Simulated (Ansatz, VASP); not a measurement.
# One calculation of CuO, two programs

The input INCAR:

```
SYSTEM = CuO
ALGO     = Normal         ! electronic algorithm
EDIFF    = 1E-7           ! SCF threshold, eV
ENCUT    = 520            ! plane-wave cutoff, eV
GGA      = PE             ! functional
ISIF     = 2              ! what is computed and relaxed
ISMEAR   = 0              ! smearing method
LASPH    = .TRUE.         ! aspherical terms in the spheres
LCHARG   = .TRUE.         ! write CHGCAR
LDAU     = .TRUE.         ! DFT+U
LDAUJ    = 0 0          
LDAUL    = 2 -1           ! shell
LDAUPRINT= 1            
LDAUTYPE = 2            
LDAUU    = 2 0            ! U, eV
LELF     = .TRUE.         ! ELF
LMAXMIX  = 4              ! l up to which the mixer works
LREAL    = .FALSE.        ! projectors in reciprocal space
LVHAR    = .TRUE.       
LWAVE    = .FALSE.        ! write WAVECAR
NBANDS   = 25             ! bands
NELM     = 150            ! most SCF steps
PREC     = Accurate       ! precision mode
SIGMA    = 0.02           ! smearing width, eV
```

File KPOINTS:

```
k-points
0
G
  8 8 5
  0 0 0
```

The input POSCAR:

```
CuO
1.0
    2.3420000000     -1.7115000000      0.0000000000
    2.3420000000      1.7115000000      0.0000000000
   -0.8500605740      0.0000000000      5.0580666287
Cu O
2 2
Direct
    0.0000000000      0.5000000000      0.0000000000
    0.5000000000      0.0000000000      0.5000000000
    0.5816000000      0.4184000000      0.2500000000
    0.4184000000      0.5816000000      0.7500000000
```

Input for Ansatz:

```yaml
crystal:
  lattice:
    - [2.342, -1.7115, 0.0]
    - [2.342, 1.7115, 0.0]
    - [-0.850060574, 0.0, 5.0580666287]
  atoms:
    - { symbol: Cu, position: [0.0, 0.5, 0.0] }
    - { symbol: Cu, position: [0.5, 0.0, 0.5] }
    - { symbol: O, position: [0.5816, 0.4184, 0.25] }
    - { symbol: O, position: [0.4184, 0.5816, 0.75] }
scf:
  occupations: { method: gaussian, width: 0.02 }
output:
  forces: true
  stress: true
hamiltonian:
  hubbard: { sites: [{ species: Cu, l: d, u_eff: 2.0 }] }
  xc: pbe
kpoints:
  mp_grid: { grid: [8, 8, 5] }
```

Alike in both runs: task single point; functional PBE; k mesh 8 × 8 × 5; occupations gaussian, width 0.02 eV; no spin polarisation; Hubbard terms Cu d U = 2.0 eV.

|  | VASP | Ansatz |
| --- | --- | --- |
| version | VASP 6.6.1 | Ansatz 0.2.0 |
| potentials or method | VASP PAW PBE potentials, release 64 (Cu, O) | scalar-relativistic, plane waves, PAW |
| plane-wave cutoff (eV) | 520 | 420 |
| valence electrons in the cell | 34 | 50 |

|  | VASP | Ansatz | Ansatz less VASP |
| --- | --- | --- | --- |
| pressure (GPa) | 4.9 | 6.5 | +1.66 |
| largest component of the traceless stress (GPa) | 0.96 | 1.26 | +0.304 |
| rms of the force components (eV/Å) | 0.082 | 0.088 | +0.0055 |

The programs project onto different local orbitals, so the same U acts differently. Atom by atom the forces differ by 0.005 eV/Å (rms over components). The two sets of potentials don't hold the same shells in valence. Ansatz warned: «filled_band_counts_differ_across_k_points».

Caveats: the run has no spin polarisation, though such a crystal can be magnetic; U without spin polarisation on a metal has little footing.
